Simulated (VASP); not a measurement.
# CO2 (Cmce) in VASP: further runs

The runs below take CO2 through band structure, with PBEsol, r2SCAN.

Program: VASP 6.6.1. These are calculated values, not measurements. Logs are shortened: lines on timing, memory, paths and dates and some standing lists are left out, and cuts for length are marked.

**1. The structure**

The structure is orthorhombic, space group Cmce (No. 64). Conventional cell: a = 5.272 Å, b = 4.775 Å, c = 6.587 Å, α = 90.00°, β = 90.00°, γ = 90.00°. Around O (site symmetry m) lie 1 C at 1.17 Å. C (site symmetry 2/m) has 2 O at 1.17 Å as nearest neighbours.

The cell comes from a database or a generator and needn't be the stable form of this composition.

**2. Band structure, PBEsol**

INCAR reads:

```
ALGO = Normal
EDIFF = 1E-6
ENCUT = 520
GGA = PS
ISIF = 2
ISMEAR = 0
KPAR = 2
LASPH = True
LCHARG = False
LREAL = False
LWAVE = False
NELM = 80
PREC = Accurate
SIGMA = 0.02
```

KPOINTS reads:

```
k-points
0
Gamma
  8 8 4
```

POSCAR reads:

```
CO2
1.0
    2.6359112300     -2.3873781200      0.0000000000
    2.6359112300      2.3873781200      0.0000000000
    0.0000000000      0.0000000000      6.5871749100
O C
4 2
Direct
    0.3065085700      0.6934914300      0.6081566100
    0.6934914300      0.3065085700      0.3918433900
    0.1934914300      0.8065085700      0.1081566100
    0.8065085700      0.1934914300      0.8918433900
    0.5000000000      0.5000000000      0.5000000000
    0.0000000000      0.0000000000      0.0000000000
```

KPOINTS_OPT reads:

```
path GXSRAZGYX1A1TY,ZT
20
line-mode
reciprocal
 0.0000000000  0.0000000000  0.0000000000  G
 0.4550788467 -0.4550788467  0.0000000000  X

 0.4550788467 -0.4550788467  0.0000000000  X
 0.0000000000 -0.5000000000  0.0000000000  S

 0.0000000000 -0.5000000000  0.0000000000  S
 0.0000000000 -0.5000000000 -0.5000000000  R

 0.0000000000 -0.5000000000 -0.5000000000  R
 0.4550788467 -0.4550788467 -0.5000000000  A

 0.4550788467 -0.4550788467 -0.5000000000  A
 0.0000000000  0.0000000000 -0.5000000000  Z

 0.0000000000  0.0000000000 -0.5000000000  Z
 0.0000000000  0.0000000000  0.0000000000  G

 0.0000000000  0.0000000000  0.0000000000  G
-0.5000000000 -0.5000000000  0.0000000000  Y

-0.5000000000 -0.5000000000  0.0000000000  Y
-0.4550788467 -0.5449211533  0.0000000000  X1

-0.4550788467 -0.5449211533  0.0000000000  X1
-0.4550788467 -0.5449211533 -0.5000000000  A1

-0.4550788467 -0.5449211533 -0.5000000000  A1
-0.5000000000 -0.5000000000 -0.5000000000  T

-0.5000000000 -0.5000000000 -0.5000000000  T
-0.5000000000 -0.5000000000  0.0000000000  Y

 0.0000000000  0.0000000000 -0.5000000000  Z
-0.5000000000 -0.5000000000 -0.5000000000  T
```

Potentials or basis: VASP PAW PBE potentials, release 64 (O, C).

Launch:

```sh
> cat potpaw_PBE.64/O/POTCAR potpaw_PBE.64/C/POTCAR > POTCAR
> mpirun -np 2 vasp_std > vasp.out
```

OUTCAR:

```text
EDIFF = 1E-6
   ENCUT = 520
   GGA = PS
   ISIF = 2
   ISMEAR = 0
   LASPH = True
   LREAL = False
   NELM = 80
   PREC = Accurate

 ion  position               nearest neighbor table
   1  0.307  0.693  0.608-   5 1.17
   2  0.693  0.307  0.392-   5 1.17
   3  0.193  0.807  0.108-   6 1.17
   4  0.807  0.193  0.892-   6 1.17
   5  0.500  0.500  0.500-   1 1.17   2 1.17
   6  0.000  0.000  0.000-   3 1.17   4 1.17

  LATTYP: Found a base centered orthorhombic cell.
 ALAT       =     4.7747562400
 B/A-ratio  =     1.1041029521
 C/A-ratio  =     1.3795834968

  Lattice vectors:

 A1 = (  -2.6359112300,  -2.3873781200,   0.0000000000)
 A2 = (   2.6359112300,  -2.3873781200,   0.0000000000)
 A3 = (   0.0000000000,   0.0000000000,   6.5871749100)

Analysis of symmetry for initial positions (statically):
=====================================================================
 Subroutine PRICEL returns:
 Original cell was already a primitive cell.

 Routine SETGRP: Setting up the symmetry group for a
 base centered orthorhombic supercell.

 Subroutine GETGRP returns: Found  8 space group operations
 (whereof  4 operations were pure point group operations)
 out of a pool of  8 trial point group operations.

The static configuration has the point symmetry C_2h.
 The point group associated with its full space group is D_2h.

Analysis of symmetry for dynamics (positions and initial velocities):
=====================================================================
 Subroutine PRICEL returns:
 Original cell was already a primitive cell.

 Routine SETGRP: Setting up the symmetry group for a
 base centered orthorhombic supercell.

 Subroutine GETGRP returns: Found  8 space group operations
 (whereof  4 operations were pure point group operations)
 out of a pool of  8 trial point group operations.

The dynamic configuration has the point symmetry C_2h.
 The point group associated with its full space group is D_2h.

 Subroutine INISYM returns: Found  8 space group operations
 (whereof  4 operations are pure point group operations),
 and found     1 'primitive' translations

----------------------------------------------------------------------------------------

                                     Primitive cell

  volume of cell :      82.9051

  direct lattice vectors                    reciprocal lattice vectors
     2.635911230 -2.387378120  0.000000000     0.189687723 -0.209434775  0.000000000
     2.635911230  2.387378120  0.000000000     0.189687723  0.209434775  0.000000000
     0.000000000  0.000000000  6.587174910     0.000000000  0.000000000  0.151810148

  length of vectors
     3.556346763  3.556346763  6.587174910     0.282567439  0.282567439  0.151810148

  position of ions in fractional coordinates (direct lattice)
     0.306508570  0.693491430  0.608156610
     0.693491430  0.306508570  0.391843390
     0.193491430  0.806508570  0.108156610
     0.806508570  0.193491430  0.891843390
     0.500000000  0.500000000  0.500000000
     0.000000000  0.000000000  0.000000000

  ion indices of the primitive-cell ions
   primitive index   ion index
                 1           1
                 2           2
                 3           3
                 4           4
                 5           5
                 6           6

----------------------------------------------------------------------------------------

 KPOINTS: k-points

Automatic generation of k-mesh.
 Grid dimensions read from file:
 generate k-points for:    8    8    4

 Generating k-lattice:

  Cartesian coordinates                     Fractional coordinates (reciprocal lattice)
     0.023710965 -0.026179347  0.000000000     0.125000000  0.000000000  0.000000000
     0.023710965  0.026179347  0.000000000     0.000000000  0.125000000  0.000000000
     0.000000000  0.000000000  0.037952537     0.000000000  0.000000000  0.250000000

  Length of vectors
     0.035320930  0.035320930  0.037952537

  Shift w.r.t. Gamma in fractional coordinates (k-lattice)
     0.000000000  0.000000000  0.000000000

 Subroutine IBZKPT returns following result:
 ===========================================

 Found     63 irreducible k-points:

 Following reciprocal coordinates:
            Coordinates               Weight
  0.000000  0.000000  0.000000      1.000000
  0.125000  0.000000  0.000000      4.000000
  0.250000  0.000000  0.000000      4.000000
  0.375000 -0.000000  0.000000      4.000000
  0.500000  0.000000  0.000000      2.000000
  0.125000  0.125000  0.000000      2.000000
[... 16 lines left out ...]
  0.125000  0.000000  0.250000      8.000000
  0.250000  0.000000  0.250000      8.000000
 [... further k-points ...]
   k-points           NKPTS =     63   k-points in BZ     NKDIM =     63   number of bands    NBANDS=     20
   number of dos      NEDOS =    301   number of ions     NIONS =      6
   total plane-waves  NPLWV =  39200
   dimension x,y,z NGX =    28 NGY =   28 NGZ =   50
   dimension x,y,z NGXF=    56 NGYF=   56 NGZF=  100
   ions per type =               4   2
   NGX,Y,Z   is equivalent  to a cutoff of  13.09, 13.09, 12.62 a.u.
   NGXF,Y,Z  is equivalent  to a cutoff of  26.18, 26.18, 25.24 a.u.
 SYSTEM =  unknown system
   PREC   = accura    normal or accurate (medium, high low for compatibility)
   ISTART =      0    job   : 0-new  1-cont  2-samecut
   ICHARG =      2    charge: 1-file 2-atom 10-const
   ISPIN  =      1    spin polarized calculation?
   LNONCOLLINEAR =      F non collinear calculations
   LSORBIT =      F    spin-orbit coupling
   LASPH  =      T    aspherical Exc in radial PAW
   ENCUT  =  520.0 eV  38.22 Ry    6.18 a.u.   6.61  6.61 12.25*2*pi/ulx,y,z
   NELM   =     80;   NELMIN=  2; NELMDL= -5     # of ELM steps
   EDIFF  = 0.1E-05   stopping-criterion for ELM
   LREAL  =      F    real-space projection
   EDIFFG = 0.1E-04   stopping-criterion for IOM
   NSW    =      0    number of steps for IOM
   IBRION =     -1    ionic relax: 0-MD 1-quasi-New 2-CG
   NFREE  =      0    steps in history (QN), initial steepest desc. (CG)
   ISIF   =      2    stress and relaxation
   ISYM   =      2    0-nonsym 1-usesym 2-fastsym
   POTIM  = 0.5000    time-step for ionic-motion
   TEBEG  =    0.0;   TEEND  =   0.0 temperature during run
   PSTRESS=    0.0 pullay stress
   NELECT =      32.0000    total number of electrons
   NUPDOWN=      -1.0000    fix difference up-down
   EMIN   =  10.00;   EMAX   =-10.00  energy-range for DOS
   EFERMI =   0.00;   METHOD = LEGACY
   ISMEAR =     0;   SIGMA  =   0.02  broadening in eV -4-tet -1-fermi 0-gaus
   EFERMI_NEDOS =   21; number of points for ismear=-14 and -15
   IALGO  =     38    algorithm
   IMIX   =      4    mixing-type and parameters
     AMIX     =   0.40;   BMIX     =  1.00
     AMIX_MAG =   1.60;   BMIX_MAG =  1.00
  volume/ion in A,a.u.               =      13.82        93.25
  Fermi-wavevector in a.u.,A,eV,Ry     =   1.191968  2.252492 19.330976  1.420787
  Thomas-Fermi vector in A             =   2.328017
   LORBIT       =      0    0 simple, 1 ext, 2 COOP (PROOUT), +10 PAW based schemes
   GGA     = PS    functional components
   LHFCALC =     F    Hartree Fock is set to
   AEXX    =    0.0000 exact exchange contribution
   IVDW    =     0    specifies the selected vdW correction
   LEPSILON=     F    determine dielectric tensor
   LRPA    =     F    only Hartree local field effects (RPA)
 non-spin polarized calculation
 Gauss-broadening in eV      SIGMA  =   0.02
  energy-cutoff  :      520.00
  volume of cell :       82.91
 maximum number of plane-waves:      2260
 NGX is ok and might be reduce to    28
   NGX = 13   NGY = 13   NGZ = 25

 number of electron      32.0000005 magnetization

 Free energy of the ion-electron system (eV)
  ---------------------------------------------------
  ext. energy  EPLUGINS =         0.00000000
  ---------------------------------------------------
  free energy    TOTEN  =       -47.58187010 eV

  energy without entropy =      -47.58187010  energy(sigma->0) =      -47.58187010

 E-fermi :  -3.0029     XC(G=0):  -8.3270

 val. band max:       -3.1111107376   @ k =   0.5000   0.5000   0.0000
 cond. band min:       3.4121323852   @ k =   0.0000   0.0000   0.0000
 fundamental gap:      6.5232431228
 Fermi energy:        -3.0029465842

 k-point     1 :       0.0000    0.0000    0.0000
  band No.  band energies     occupation
      1     -23.9303      2.00000
      2     -23.7603      2.00000
      3     -22.7325      2.00000
      4     -22.6511      2.00000
      5      -8.3209      2.00000
      6      -8.2415      2.00000
[... 12 lines left out ...]
     19       4.5337      0.00000
     20       4.6683      0.00000

 k-point     2 :       0.1250    0.0000    0.0000
  band No.  band energies     occupation
      1     -23.9079      2.00000
      2     -23.7493      2.00000
      3     -22.7362      2.00000
      4     -22.6624      2.00000
      5      -8.4534      2.00000
      6      -8.2555      2.00000
[... 12 lines left out ...]
     19       4.5277      0.00000
     20       4.7537      0.00000

 k-point     3 :       0.2500    0.0000    0.0000
  band No.  band energies     occupation
      1     -23.8493      2.00000
      2     -23.7246      2.00000
      3     -22.7461      2.00000
      4     -22.6925      2.00000
      5      -8.5854      2.00000
      6      -8.3008      2.00000
[... 12 lines left out ...]
     19       4.7022      0.00000
     20       4.8809      0.00000

 k-point     4 :       0.3750   -0.0000    0.0000
  band No.  band energies     occupation
      1     -23.7777      2.00000
      2     -23.7081      2.00000
      3     -22.7548      2.00000
      4     -22.7278      2.00000
      5      -8.6287      2.00000
      6      -8.4064      2.00000
[... 429 lines left out ...]
 k-point    23 :       0.1250    0.0000    0.2500
  band No.  band energies     occupation
      1     -23.8864      2.00000
      2     -23.7745      2.00000
      3     -22.7236      2.00000
      4     -22.6716      2.00000
      5      -8.4876      2.00000
      6      -8.3302      2.00000
[... 12 lines left out ...]
     19       4.6562      0.00000
     20       4.6812      0.00000

 k-point    24 :       0.2500    0.0000    0.2500
  band No.  band energies     occupation
      1     -23.8320      2.00000
      2     -23.7440      2.00000
      3     -22.7372      2.00000
      4     -22.6994      2.00000
      5      -8.5613      2.00000
      6      -8.3069      2.00000
[... 12 lines left out ...]
     19       4.7917      0.00000
     20       4.8637      0.00000

 [... further k-points ...]

------------------------ aborting loop because EDIFF is reached ----------------------------------------

  FORCE on cell =-STRESS in cart. coord.  units (eV):
  Direction    XX          YY          ZZ          XY          YZ          ZX
  --------------------------------------------------------------------------------------
  -------------------------------------------------------------------------------------
  Total        0.4576640      2.3824307      1.4697163      0.0000000      0.0000000      0.0000000
  in kB        8.8445582     46.0415236     28.4029149      0.0000000      0.0000000      0.0000000
  external PRESSURE =      27.7629989 kB  Pullay stress =       0.0000000 kB

 VOLUME and BASIS-vectors are now :
 -----------------------------------------------------------------------------
  energy-cutoff  :      520.00
  volume of cell :       82.91
      direct lattice vectors                 reciprocal lattice vectors
     2.635911230 -2.387378120  0.000000000     0.189687723 -0.209434775  0.000000000
     2.635911230  2.387378120  0.000000000     0.189687723  0.209434775  0.000000000
     0.000000000  0.000000000  6.587174910     0.000000000  0.000000000  0.151810148

 POSITION                                       TOTAL-FORCE (eV/Angst)
 -----------------------------------------------------------------------------------
      2.63591      0.92387      4.00603         0.000000      0.532568      0.397216
      2.63591     -0.92387      2.58114         0.000000     -0.532568     -0.397216
      2.63591      1.46350      0.71245         0.000000     -0.532568      0.397216
      2.63591     -1.46350      5.87473         0.000000      0.532568     -0.397216
      2.63591      0.00000      3.29359         0.000000     -0.000000      0.000000
      0.00000      0.00000      0.00000        -0.000000     -0.000000      0.000000
 -----------------------------------------------------------------------------------
    total drift:                                0.000000     -0.000000      0.000000

  FREE ENERGIE OF THE ION-ELECTRON SYSTEM (eV)
  ---------------------------------------------------
  free  energy   TOTEN  =       -47.5818700960 eV

  energy  without entropy=      -47.5818700960  energy(sigma->0) =      -47.58187010
```

Wall time 69 s (2 MPI ranks of Intel Xeon 6975P-C (Granite Rapids), shared host); peak memory 0.26 GiB.

What came out:

| Property | Result |
| --- | --- |
| Free energy | -47.5819 eV |
| Pressure | 2.8 GPa |
| Largest force | 0.664 eV/Å |
| Band gap on the k mesh | 6.52 eV, indirect (least direct gap 7.09 eV) |
| Band gap along the path | 6.52 eV, indirect (least direct gap 7.09 eV) |

Forces on the atoms (eV/Å):
```
O    0.000  0.533  0.397
O    0.000 -0.533 -0.397
O    0.000 -0.533  0.397
O    0.000  0.533 -0.397
C    0.000  0.000  0.000
C    0.000  0.000  0.000
```

Stress tensor (GPa, compression positive):
```
0.88 0.00 0.00
0.00 4.60 0.00
0.00 0.00 2.84
```

Levels at the corners of the path, in eV from the valence-band top:
| point | band 13 | band 14 | band 15 | band 16 | band 17 | band 18 | band 19 | band 20 |
| --- | --- | --- | --- | --- | --- | --- | --- | --- |
| Γ | -0.98 | -0.93 | -0.62 | -0.56 | 6.52 | 7.10 | 7.65 | 7.78 |
| X | -0.95 | -0.64 | -0.32 | -0.01 | 7.76 | 8.78 | 8.90 | 8.93 |
| X | -0.95 | -0.64 | -0.32 | -0.01 | 7.76 | 8.78 | 8.90 | 8.93 |
| S | -0.70 | -0.70 | -0.29 | -0.29 | 7.55 | 7.55 | 8.55 | 8.55 |
| S | -0.70 | -0.70 | -0.29 | -0.29 | 7.55 | 7.55 | 8.55 | 8.55 |
| R | -0.77 | -0.77 | -0.25 | -0.25 | 7.63 | 7.63 | 8.60 | 8.60 |
| R | -0.77 | -0.77 | -0.25 | -0.25 | 7.63 | 7.63 | 8.60 | 8.60 |
| A | -0.65 | -0.65 | -0.31 | -0.31 | 8.32 | 8.32 | 8.84 | 8.84 |
| A | -0.65 | -0.65 | -0.31 | -0.31 | 8.32 | 8.32 | 8.84 | 8.84 |
| Z | -0.80 | -0.80 | -0.73 | -0.73 | 7.43 | 7.43 | 7.61 | 7.61 |
| Z | -0.80 | -0.80 | -0.73 | -0.73 | 7.43 | 7.43 | 7.61 | 7.61 |
| Γ | -0.98 | -0.93 | -0.62 | -0.56 | 6.52 | 7.10 | 7.65 | 7.78 |
| Γ | -0.98 | -0.93 | -0.62 | -0.56 | 6.52 | 7.10 | 7.65 | 7.78 |
| Y | -0.99 | -0.64 | -0.33 | 0.00 | 7.76 | 8.82 | 8.92 | 8.99 |
| Y | -0.99 | -0.64 | -0.33 | 0.00 | 7.76 | 8.82 | 8.92 | 8.99 |
| X1 | -0.95 | -0.64 | -0.32 | -0.01 | 7.76 | 8.78 | 8.90 | 8.93 |
| X1 | -0.95 | -0.64 | -0.32 | -0.01 | 7.76 | 8.78 | 8.90 | 8.93 |
| A1 | -0.65 | -0.65 | -0.31 | -0.31 | 8.32 | 8.32 | 8.84 | 8.84 |
| A1 | -0.65 | -0.65 | -0.31 | -0.31 | 8.32 | 8.32 | 8.84 | 8.84 |
| T | -0.68 | -0.68 | -0.30 | -0.30 | 8.34 | 8.34 | 8.86 | 8.86 |
| T | -0.68 | -0.68 | -0.30 | -0.30 | 8.34 | 8.34 | 8.86 | 8.86 |
| Y | -0.99 | -0.64 | -0.33 | 0.00 | 7.76 | 8.82 | 8.92 | 8.99 |
| Z | -0.80 | -0.80 | -0.73 | -0.73 | 7.43 | 7.43 | 7.61 | 7.61 |
| T | -0.68 | -0.68 | -0.30 | -0.30 | 8.34 | 8.34 | 8.86 | 8.86 |

Caveat: the standard files for N, O and F lose accuracy on very short bonds; the PAW data sets were made with another functional, which shifts forces and pressure a little.

(Part 1 of 2 ends here.)
